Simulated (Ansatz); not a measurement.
Debugging a single point of MgS (distorted cell) (Ansatz 0.2.0 through its Python package).

`mgs_scf.py`
```python
from collections import Counter
from pathlib import Path
import json
import logging
import sys

import ansatz as az
from ase.io.cube import read_cube_data
from ase.units import Bohr
import numpy as np

logging.basicConfig(stream=sys.stdout, format="%(name)s: %(message)s")
log = logging.getLogger("run")
log.setLevel(logging.INFO)

KGRID = (0, 4, 4)
FUNCTIONAL = "lda"


def main() -> None:
    lattice = az.Lattice.of(
        (0.03452, 2.77567, 2.79686),
        (2.89766, -0.01862, 2.85),
        (2.84229, 2.77344, 0.03676),
    )
    sites = [
        ("Mg", (0.0008, 0.00551, 0.99687)),
        ("S", (0.75236, 0.75376, 0.74839)),
    ]
    xtal = az.Crystal(lattice=lattice)
    for symbol, position in sites:
        xtal = xtal.atom(symbol, position)

    model = xtal.calculation()
    model = model.kpoints(*KGRID)
    model = model.occupations(az.OccupationsMethod.FIXED)
    model = model.functional(FUNCTIONAL)
    model = model.basis(19 * az.Ha)
    model = model.density()
    model = model.output_files(volumetric_format="cube")
    model = model.density_of_states(energy_step=0.05, method="smearing", broadening_width=0.2, projected=True)
    result = model.run(events_out="events.ndjson")
    report = result.report
    with open("events.ndjson") as stream:
        kinds = Counter(json.loads(line)["event"] for line in stream)
    print("events:", {kind: kinds[kind] for kind in ("scf_iter", "scf_done", "notice", "finished")})

    log.info(f"free energy      {report['free_energy_ev']:.5f} eV")
    log.info(f"per atom         {report['free_energy_ev'] / len(result.lattice.sites):.5f} eV")
    log.info(f"SCF iterations   {report['n_iterations']}  (converged: {report['converged']})")

    rho = result.density()
    total = sum(ch.density_e_per_ang3 for ch in rho.channels[:2]) if len(rho.channels) < 3 else rho.channels[0].density_e_per_ang3
    print("grid", rho.dims, "electrons", round(float(total.mean() * rho.cell_volume_ang3), 4))
    log.info(f"density range {total.min():.4f} to {total.max():.4f} e/A^3")
    print(np.array2string(total[:: max(rho.dims[0] // 8, 1), :: max(rho.dims[1] // 8, 1), 0], precision=3, suppress_small=True))

    folder = Path(result.write_results("cubes"))
    print("\n".join((folder / "rho.cube").read_text().splitlines()[: 6 + 2]))
    values, cube_atoms = read_cube_data(str(folder / "rho.cube"))
    print("electrons from the file:", round(values.mean() * cube_atoms.get_volume() / Bohr ** 3, 3))

    keep = ["free_energy_ev", "energy_sigma0_ev", "fermi_energy_ev", "n_iterations", "converged", "magnetization_mub", "n_kpoints"]
    with open("mgs.json", "w") as handle:
        json.dump({key: report[key] for key in keep}, handle, indent=1)

    dos = result.density_of_states()
    energy = np.asarray(dos.energies_ev) - dos.fermi_ev
    projected = result.projected_density_of_states()
    step = energy[1] - energy[0]
    for index, site in enumerate(projected.sites):
        for shell in site.shells:
            curve = sum(np.sum(part.g_bin_mean_per_ev, axis=0) for part in shell.curves)
            log.info(f"site {index} {site.species:2s} {shell.label:3s} filled {curve[energy <= 0].sum() * step:7.3f}  at E_F {np.interp(0, energy, curve):7.3f} /eV")


if __name__ == "__main__":
    main()
```

`python mgs_scf.py` gives:
```text
Traceback (most recent call last):
  File "mgs_scf.py", line 78, in <module>
    main()
    ~~~~^^
  File "mgs_scf.py", line 42, in main
    result = model.run(events_out="events.ndjson")
  ...
ansatz.RefusalError: invalid value for `kpoints.mp_grid.grid`: each dimension must be in 1..=255
```
(Library frames cut from the traceback.)

Find the fault and give the corrected script.

The fault: a mesh division is zero. Mended:

```diff
--- before
+++ after
@@ -15,3 +15,2 @@
 
-KGRID = (0, 4, 4)
 FUNCTIONAL = "lda"
@@ -34,3 +33,3 @@
     model = xtal.calculation()
-    model = model.kpoints(*KGRID)
+    model = model.kpoints(3)
     model = model.occupations(az.OccupationsMethod.FIXED)
```

The mended script runs so:

```console
$ python mgs_scf.py
events: {'scf_iter': 6, 'scf_done': 1, 'notice': 2, 'finished': 1}
run: free energy      -2773.89096 eV
run: per atom         -1386.94548 eV
run: SCF iterations   6  (converged: True)
grid (30, 32, 30) electrons 16.0
run: density range -0.0184 to 31.2582 e/A^3
[[31.258  4.787  0.133  0.142  0.162  0.147  0.131  3.53 ]
 [10.144  0.291  0.069  0.068  0.069  0.069  0.129  5.473]
 [ 0.292  0.068  0.039  0.032  0.035  0.05   0.128  0.642]
 [ 0.13   0.056  0.026  0.02   0.034  0.079  0.166  0.21 ]
 [ 0.146  0.053  0.023  0.026  0.065  0.173  0.316  0.295]
 [ 0.153  0.053  0.029  0.052  0.151  0.383  0.559  0.387]
 [ 0.143  0.055  0.048  0.112  0.319  0.672  0.726  0.397]
 [ 0.125  0.079  0.091  0.204  0.503  0.786  0.668  0.315]
 [ 0.259  0.652  0.179  0.27   0.514  0.621  0.433  0.216]
 [ 9.16   6.617  0.216  0.235  0.337  0.331  0.227  0.286]]
ansatz rho
values in e/bohr^3 (x slowest, z fastest)
    2    0.000000    0.000000    0.000000
   30    0.002174    0.174842    0.176177
   32    0.171118   -0.001100    0.168304
   30    0.179038    0.174701    0.002316
   12   12.000000    5.384562    5.228640    0.103152
   16   16.000000    8.196220    7.842142    8.087976
electrons from the file: 16.0
run: site 0 Mg 2S  filled   1.998  at E_F   0.000 /eV
run: site 0 Mg 3S  filled   0.598  at E_F   0.000 /eV
run: site 0 Mg 2P  filled   6.000  at E_F   0.000 /eV
run: site 1 S  3S  filled   1.827  at E_F   0.000 /eV
run: site 1 S  3P  filled   5.358  at E_F   0.928 /eV
```

`mgs.json`, as written:
```json
{
 "free_energy_ev": -2773.8909635580235,
 "energy_sigma0_ev": -2773.8909635580235,
 "fermi_energy_ev": 3.190019926743391,
 "n_iterations": 6,
 "converged": true,
 "magnetization_mub": 0.0,
 "n_kpoints": 14
}
```

Caveats:
- Absolute energies stand on the zero of these potentials, so only differences at equal settings mean something.
- Along an axis with an odd division the mesh misses the point at one half; a gap read on a finite mesh is an upper bound on this functional's gap.
- Semilocal gaps usually lie well under measured ones.
- Under fixed occupations the level called the Fermi level is the highest filled one on the SCF mesh; off the mesh a filled band can lie a little above it.
- Energy and stress may still move on a finer k-point mesh.
- Projections exist only for the shells that the potentials hold, some of them semicore, and samples at single energies can miss narrow peaks.
- The crystal has a gap of about 3.17 eV on the mesh; any density of states at or just above the Fermi level is the tail of the broadening.
- The fields are valence quantities on the plane-wave grid; their values near the nuclei depend on the potentials.
- The cell is a database structure, distorted on purpose.
- The computed bands are complete only to about 7.9 eV above the Fermi level; beyond that the density of states is undercounted.
- Timing: 2.1 s on 1 thread of Intel(R) Xeon(R) Platinum 8259CL CPU @ 2.50GHz (Skylake/Cascade Lake), with other jobs on the host, peak memory 0.41 GiB.
